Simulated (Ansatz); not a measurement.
NiO, 2 atoms in the cell. Symmetry: Fm-3m, No. 225, cubic system. The conventional cell has a = 4.172 Å, b = 4.172 Å, c = 4.172 Å, α = 90.00°, β = 90.00°, γ = 90.00°. Around Ni (site symmetry m-3m) lie 6 O at 2.09 Å. O (site symmetry m-3m) is surrounded by 6 Ni at 2.09 Å. 

- Program: Ansatz 0.2.0
- Task: single point
- Functional: PBE
- Potentials or basis: Ansatz PAW
- Cutoff: 420 eV (not typed: the program's choice for these potentials)
- k mesh: 11 × 11 × 11
- Occupations: gaussian, width 0.029 eV
- Spin: collinear spin, ferromagnetic start
- Starting moments: [1.0, 0.0] μB

Potentials or basis: Ansatz PAW.

Launch:

```console
$ ansatz run input.yaml --threads 2 --pin off --max-ram 5632MiB --backend cpu --events-out ev --progress --plain --runs-dir out
```

Hardware: 2 threads of Arm Neoverse V1 (shared host).

Task: Estimate the wall time of this run.

Result: Wall time 10 s on 2 threads of Arm Neoverse V1, with other jobs on the host, peak memory 0.36 GiB. Counts: scf iterations 18, plane waves 339, k points 56, bands 17.
